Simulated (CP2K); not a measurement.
The system is Zn.

```
Zn
1.0
     2.71765    0.00000    0.00000
    -0.90588    2.56223    0.00000
    -0.90588   -1.28111    2.21895
Zn
1
Direct
  0.00000 0.00000 0.00000
```

This isn't the form of Zn at room conditions, which is hcp.

Program: CP2K 2026.2. Alike in all runs: task single point; potentials or basis POTENTIAL_UZH Zn GTH-PBE-q12; TZVP-MOLOPT-PBE-GTH basis; no spin polarisation; cell as given; k mesh 12 × 12 × 12.

**Question.** Order these runs on this cell by their pressure, lowest first.
A. level RPBE; smearing gaussian 0.1 eV; NGRIDS 4
B. level PBEsol+D3(BJ); smearing methfessel-paxton 0.2 eV; NGRIDS 4; cutoff radius of the dispersion sum (A) 20
C. level PBEsol; smearing gaussian 0.05 eV; NGRIDS 5

**Answer.** B (-8.9 GPa), C (-4.9 GPa), A (1.7 GPa).

Caveats: the potentials were made for another functional, which shifts forces and pressure; the basis of atomic orbitals isn't converged, which shifts pressures, moduli and gaps; pairwise dispersion overbinds metals, which lowers pressure and volume (some runs).
